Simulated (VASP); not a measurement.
W, 1 atom in the cell. It takes space group Fm-3m (No. 225, cubic). The conventional cell has a = 3.974 Å, b = 3.974 Å, c = 3.974 Å, α = 90.00°, β = 90.00°, γ = 90.00°. W (site symmetry m-3m) is surrounded by 12 W at 2.81 Å. The cell was built by a generator and needn't be a form met in nature.

| Item | Value |
| --- | --- |
| Program | VASP 6.6.1 |
| Task | single point |
| Functional | LDA |
| Potentials or basis | VASP PAW LDA potentials, release 64 (W_sv) |
| Cutoff | 520 eV |
| k mesh | 14 × 14 × 14 |
| Occupations | fermi-dirac, width 0.1 eV |
| Spin | no spin polarisation |
| Dipole correction | no |
| Further INCAR settings | ALGO = Normal; EDIFF = 1e-06; NBANDS = 13 |

Potentials or basis: VASP PAW LDA potentials, release 64 (W_sv).

Launch:

```bash
$ cat potpaw_LDA.64/W_sv/POTCAR > POTCAR
$ mpirun -np 1 vasp_std > vasp.out
```

Hardware: 1 thread of Intel(R) Xeon(R) Platinum 8488C (Sapphire Rapids) (shared host).

Task: Estimate the wall time of this run.

Result: Run time: 10 s on 1 thread of Intel(R) Xeon(R) Platinum 8488C (Sapphire Rapids), with other jobs on the host, peak memory 0.14 GiB. Counts: scf iterations 11, k points 104.
